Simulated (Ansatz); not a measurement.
## Nuclear-site quantities of Na as the cell is scaled

```yaml
crystal:
  lattice:
    - [-2.10403, 2.10403, 2.10403]
    - [2.10403, -2.10403, 2.10403]
    - [2.10403, 2.10403, -2.10403]
  atoms:
    - { symbol: Na, position: [0.00000, 0.00000, 0.00000] }
```

The cell is the one relaxed in the Materials Project (mp-127), not relaxed further here; entries there can be hypothetical.

Computed with DFT, PBEsol, all-electron PAW with datasets made for the crystal, scalar-relativistic in Ansatz 0.2.0.

Settings: a Γ-centred 12×12×12 k mesh, Fermi–Dirac smearing of 0.05 eV, cutoff 160 eV (chosen by the program for this cell), no spin polarisation.

The contact density is the mean electron density over the nuclear volume; its changes follow the s electrons' response to bonding and compression. Changes below are taken from the unscaled cell, where it is 5881.18 e/Å³ at Na.

The datasets are made afresh for each cell, so very small changes are uncertain.

(1) Does compression raise or lower the contact density at Na?

(2) Tabulate the changes with volume.

Results:

(1) It raises it, by 0.25 e/Å³ over the whole range.

(2) 
```json
{"V/V(cell)": "0.9500", "P (GPa)": "0.2", "Δρ(0) Na (e/Å³)": "0.14"}
{"V/V(cell)": "1.0000", "P (GPa)": "-0.2", "Δρ(0) Na (e/Å³)": "0.00"}
{"V/V(cell)": "1.0500", "P (GPa)": "-0.5", "Δρ(0) Na (e/Å³)": "-0.11"}
```
